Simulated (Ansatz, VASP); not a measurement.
**One calculation of CdSe, two programs**

File INCAR:

```
PREC = Accurate
ENCUT = 520
EDIFF = 1E-6
ISMEAR = 0
SIGMA = 0.05
LREAL = F
LASPH = T
NELM = 80
ALGO = Normal
ISIF = 2
LWAVE = F
LCHARG = F
GGA = PS
NBANDS = 16
```

Contents of KPOINTS:

```
regular mesh
0
Gamma
  10 10 10
```

POSCAR

```
CdSe
1.0
    0.0000000000      2.7356417154      2.7356417154
    2.7356417154      0.0000000000      2.7356417154
    2.7356417154      2.7356417154      0.0000000000
Cd Se
1 1
Direct
    0.0000000000      0.0000000000      0.0000000000
    0.5000000000      0.5000000000      0.5000000000
```

Input for Ansatz:

```yaml
crystal:
  lattice:
    - [0.0, 2.7356417154, 2.7356417154]
    - [2.7356417154, 0.0, 2.7356417154]
    - [2.7356417154, 2.7356417154, 0.0]
  atoms:
    - { symbol: Cd, position: [0.0, 0.0, 0.0] }
    - { symbol: Se, position: [0.5, 0.5, 0.5] }
basis:
  ecutwfc: 420
  ecutrho_ratio: 4
kpoints:
  mp_grid: { grid: [10, 10, 10] }
hamiltonian:
  xc: pbesol
scf:
  occupations: { method: gaussian, width: 0.05 }
output:
  forces: true
  stress: true
  eigenvalues: true
```

Alike in both runs: task single point; functional PBEsol; k mesh 10 × 10 × 10; occupations gaussian, width 0.05 eV; no spin polarisation.

|  | VASP | Ansatz |
| --- | --- | --- |
| version | VASP 6.6.1 | Ansatz 0.2.0 |
| potentials or method | VASP PAW PBE potentials, release 64 (Cd, Se) | scalar-relativistic, plane waves, PAW |
| plane-wave cutoff (eV) | 520 | 420 |
| valence electrons in the cell | 18 | 36 |

```csv
,VASP,Ansatz,Ansatz less VASP
gap on the k mesh at the Fermi level (eV),none,none,-
pressure (GPa),8.1,7.4,-0.70
```

A gap of «none» marks a metal or a gap that the smearing closes. The two sets of potentials don't hold the same shells in valence.

Caveats: the PAW data sets were made with another functional, which shifts forces and pressure a little (VASP).
